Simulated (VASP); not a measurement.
Here is a VASP 6.6.1 calculation.

File INCAR:

```
SYSTEM = Te
PREC     = Accurate       ! precision mode
ENCUT    = 520            ! plane-wave cutoff, eV
EDIFF    = 1E-7           ! SCF threshold, eV
ISMEAR   = -1             ! smearing method
SIGMA    = 0.05           ! smearing width, eV
LREAL    = .False.        ! projectors in reciprocal space
LASPH    = .True.         ! aspherical terms in the spheres
NELM     = 100            ! most SCF steps
ALGO     = Normal         ! electronic algorithm
ISIF     = 2              ! what is computed and relaxed
LWAVE    = .False.        ! write WAVECAR
LCHARG   = .False.        ! write CHGCAR
GGA      = PE             ! functional
NBANDS   = 9              ! bands
```

Contents of KPOINTS:

```
Automatic mesh
0
Gamma
  9 9 9
  0 0 0
```

POSCAR

```
Te
1.0
    2.3059043427      1.3313144930      1.6909537039
   -2.3059043427      1.3313144930      1.6909537039
    0.0000000000     -2.6626289860      1.6909537039
Te
1
Direct
    0.5000000000      0.5000000000      0.5000000000
```

Potentials or basis: VASP PAW PBE potentials, release 64 (Te).

Launch:

```console
$ cat potpaw_PBE.64/Te/POTCAR > POTCAR
$ mpirun -np 1 vasp_std > vasp.out
```

Estimate the band gap on the k mesh.

none (metal or under the smearing width).

Predict the pressure.

2.6 GPa.

Spin-orbit coupling is left out, which matters for the levels of Te.
